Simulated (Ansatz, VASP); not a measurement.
**Two plane-wave programs on Pd**

```
CELL_PARAMETERS angstrom
4.43113 0.00000 0.00000
-2.21557 3.83747 0.00000
0.00000 0.00000 2.63907
ATOMIC_POSITIONS crystal
Pd 0.33333 0.00000 0.33333
Pd 0.00000 0.33333 0.66667
Pd 0.66667 0.66667 0.00000
```

Alike in both runs: functional r2SCAN; k mesh 6 × 6 × 4; occupations gaussian, width 0.1 eV; no spin polarisation.

Ansatz relaxed the structure, and its values are those at the end. VASP's run is a single point on that final structure, the one shown.

|  | VASP | Ansatz |
| --- | --- | --- |
| version | VASP 6.6.1 | Ansatz 0.2.0 |
| potentials or method | VASP PAW PBE potentials, release 64 (Pd) | scalar-relativistic, plane waves, PAW |
| plane-wave cutoff (eV) | 520 | 500 |
| valence electrons in the cell | 30 | 54 |

```csv
,VASP,Ansatz,Ansatz less VASP
gap on the k mesh at the Fermi level (eV),none,none,-
pressure (GPa),0.9,0.1,-0.81
```

A gap of «none» marks a metal or a gap that the smearing closes. The two sets of potentials don't hold the same shells in valence.

Caveats: the k mesh is coarse (spacing up to 0.60 Å⁻¹), so the values aren't converged; the PAW data sets were made with another functional, which shifts forces and pressure a little (VASP).
